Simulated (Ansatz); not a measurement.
# CoSi2: the cost of one run

Method: DFT PBE, scalar-relativistic, plane waves, PAW, in Ansatz 0.2.0.

2 further runs of the same task are left out: 1 for a known fault of the program, 1 set aside as unsound or not needed. Runs told in other sessions of the task aren't counted.

### 1 Starting point

Symmetry: Fm-3m, No. 225, cubic system. Conventional cell: a = 5.360 Å, b = 5.360 Å, c = 5.360 Å, α = 90.00°, β = 90.00°, γ = 90.00°. Around Co (site symmetry m-3m) lie 8 Si at 2.32 Å. Si (site symmetry -43m) is surrounded by 4 Co at 2.32 Å.

Coordinates:

```
CELL_PARAMETERS angstrom
0.00000 2.67992 2.67992
2.67992 0.00000 2.67992
2.67992 2.67992 0.00000
ATOMIC_POSITIONS crystal
Co 0.00000 0.00000 0.00000
Si 0.25000 0.25000 0.25000
Si 0.75000 0.75000 0.75000
```

This cell was relaxed beforehand with the same method: volume 12.83 Å³/atom, gap on the mesh none (metal).

Reference energy of this cell: -6399.1755 eV (3 atoms, 14×14×14 mesh, zero smearing).

### 2 Next cell: Co and Si exchanged on 5 pairs of sites drawn at random in a supercell of the crystal

In a supercell of the relaxed crystal with 24 atoms, 5 Co and as many Si trade places (62 % of the Co sites); all atoms are shaken by 0.02 Å.

The cell holds 16 Si, 8 Co: a = 7.580 Å, b = 7.580 Å, c = 7.580 Å, α = 60.00°, β = 60.00°, γ = 60.00°.

### 3 Relaxation without symmetry, coarse mesh

A cheap relaxation: coarse mesh, no symmetry, loose thresholds.

File input.yaml:

```yaml
crystal:
  lattice:
    - [5.3598438608, 0.0, 5.3598438608]
    - [5.3598438608, 5.3598438608, 0.0]
    - [0.0, 5.3598438608, 5.3598438608]
  atoms:
    - { symbol: Si, position: [0.0040102372, 0.998236984, 0.4957604897] }
    - { symbol: Co, position: [0.0041621119, 0.5003689924, 0.4955565763], spin: 3.0 }
    - { symbol: Si, position: [0.4986877152, 0.0032952182, 0.4997083155] }
    - { symbol: Co, position: [0.5009007063, 0.4953975025, 0.5021736608], spin: 3.0 }
    - { symbol: Si, position: [0.0016052553, 0.9976196835, 0.9950096732] }
    - { symbol: Si, position: [0.0002275624, 0.4974101637, 0.0027249679] }
    - { symbol: Si, position: [0.4983465608, 0.0011089782, 0.9978339929] }
    - { symbol: Co, position: [0.5052500111, 0.4987664792, 0.0024858517], spin: 3.0 }
    - { symbol: Co, position: [0.1207753338, 0.1247990072, 0.130030613], spin: 3.0 }
    - { symbol: Co, position: [0.125815631, 0.6218552024, 0.121975139], spin: 3.0 }
    - { symbol: Si, position: [0.6314823616, 0.1193225136, 0.1235324456] }
    - { symbol: Si, position: [0.6309886885, 0.6247341974, 0.1255333292] }
    - { symbol: Si, position: [0.1187021137, 0.1246963375, 0.6319886202] }
    - { symbol: Si, position: [0.1292647112, 0.6197029459, 0.6292195654] }
    - { symbol: Si, position: [0.6256493954, 0.1269930753, 0.6239630776] }
    - { symbol: Si, position: [0.6212176651, 0.625883714, 0.6248008605] }
    - { symbol: Co, position: [0.376532647, 0.3753695797, 0.3731032139], spin: 3.0 }
    - { symbol: Si, position: [0.3808774716, 0.8792812847, 0.3718859543] }
    - { symbol: Si, position: [0.8753147126, 0.3738131736, 0.374371038] }
    - { symbol: Si, position: [0.8708049699, 0.8829197828, 0.3704410122] }
    - { symbol: Si, position: [0.3796065746, 0.3729941016, 0.8753447607] }
    - { symbol: Si, position: [0.3772082331, 0.8733675598, 0.8780481044] }
    - { symbol: Co, position: [0.8713124163, 0.3768266141, 0.8726891622], spin: 3.0 }
    - { symbol: Co, position: [0.8754589755, 0.8692939239, 0.8773284052], spin: 3.0 }
  symmetry: { detect: false }
basis:
  ecutwfc: 420
kpoints:
  mp_grid: { grid: [2, 2, 2], shift: [0.5, 0.5, 0.5] }
hamiltonian:
  xc: pbe
scf:
  occupations: { method: gaussian, width: 0.1 }
  lower_state_search: "off"
output:
  forces: true
  stress: true
  eigenvalues: true
  populations: true
magnetization:
  spin_polarized: true
relax:
  adjacent_minimum: "off"
  f_tol: 0.04
  max_steps: 50
  cell: { stress_tol: 0.3 }
```

On the command line:

```console
ansatz run input.yaml --threads 4 --pin off --max-ram 9216MiB --backend cpu --events-out ev --progress --plain --runs-dir out
```

**Question.** How long does this run take on 4 threads of Intel Xeon 6975P-C (Granite Rapids), shared host, and how much memory does it need?

About 10 min, with a peak of 1.8 GiB.
